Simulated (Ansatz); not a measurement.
# MoS2: the cost of one run

All numbers are computed with Ansatz 0.2.0 through its Python package. Level of theory: DFT PBE, plane waves, PAW.

### Step 1. Starting point

Symmetry: P6_3/mmc, No. 194, hexagonal system. The conventional cell has a = 3.169 Å, b = 3.169 Å, c = 12.324 Å, α = 90.00°, β = 90.00°, γ = 120.00°. Mo (site symmetry -6m2) has 6 S at 2.41 Å as nearest neighbours. S (site symmetry 3m) is surrounded by 3 Mo at 2.41 Å.

No structure file is read: the coordinates are typed or built in the script.

### Step 2. The code

The input, run_kconv.py:

```python
"""k-point test for MoS2."""

import ansatz as az
import numpy as np


def main() -> None:
    vectors = np.array([
        [3.169, 0.0, 0.0],
        [-1.5845, 2.7444345, 0.0],
        [0.0, 0.0, 12.324],
    ])
    system = (
        az.Lattice.of(vectors)
        .atom("Mo", (1 / 3, 2 / 3, 0.25))
        .atom("Mo", (2 / 3, 1 / 3, 0.75))
        .atom("S", (1 / 3, 2 / 3, 0.623))
        .atom("S", (2 / 3, 1 / 3, 0.123))
        .atom("S", (1 / 3, 2 / 3, 0.877))
        .atom("S", (2 / 3, 1 / 3, 0.377))
    )

    job = (
        system.calculation()
        .occupations("cold", width=0.15)
        .functional(az.Functional.PBE)
        .pseudopotentials("paw")
        .forces()
        .stress()
    )

    rows = []
    for value in [(3, 3, 1), (4, 4, 1), (5, 5, 2), (7, 7, 2), (8, 8, 2), (10, 10, 3)]:
        rep = job.kpoints(*value).run(threads=1, pin="off").report
        rows.append((value, rep["free_energy_ev"] / len(rep["lattice"]["sites"]), rep["n_iterations"], sum(rep["stress_gpa"][i][i] for i in range(3)) / 3, max(abs(f) for row in rep["forces_ev_ang"] for f in row), rep["n_kpoints"]))

    print("        mesh   F/atom (eV)    iterations       P (GPa)  max component (eV/A)      k-points")
    for row in rows:
        print(f"{str(row[0]):>12s}  {row[1]:12.5f}  {row[2]:12d}  {row[3]:12.3f}  {row[4]:20.4f}  {row[5]:12d}")

    # the last row is the reference
    for row in rows[:-1]:
        shift = 1000 * (row[1] - rows[-1][1])
        print(f"{row[0]}: {shift:+.2f} meV/atom" + ("  (within 1 meV)" if abs(shift) < 1 else ""))


if __name__ == "__main__":
    main()
```

### Step 3. The input behind the calls

The engine receives this input (first run):

```yaml
crystal:
  lattice:
    - [3.169, 0.0, 0.0]
    - [-1.5845, 2.7444345, 0.0]
    - [0.0, 0.0, 12.324]
  atoms:
    - { symbol: Mo, position: [0.3333333333333333, 0.6666666666666666, 0.25] }
    - { symbol: Mo, position: [0.6666666666666666, 0.3333333333333333, 0.75] }
    - { symbol: S, position: [0.3333333333333333, 0.6666666666666666, 0.623] }
    - { symbol: S, position: [0.6666666666666666, 0.3333333333333333, 0.123] }
    - { symbol: S, position: [0.3333333333333333, 0.6666666666666666, 0.877] }
    - { symbol: S, position: [0.6666666666666666, 0.3333333333333333, 0.377] }
kpoints:
  mp_grid:
    grid: [3, 3, 1]
hamiltonian:
  xc: pbe
  pseudopotentials:
    kind: paw
scf:
  occupations:
    method: cold
    width: 0.15
output:
  forces: true
  stress: true
```

### Step 4. The run

Launch:

```bash
python run_kconv.py
```

What time and memory should one allow on 1 thread of Arm Neoverse V1, shared host?

About 15 s, with a peak of 0.45 GiB.
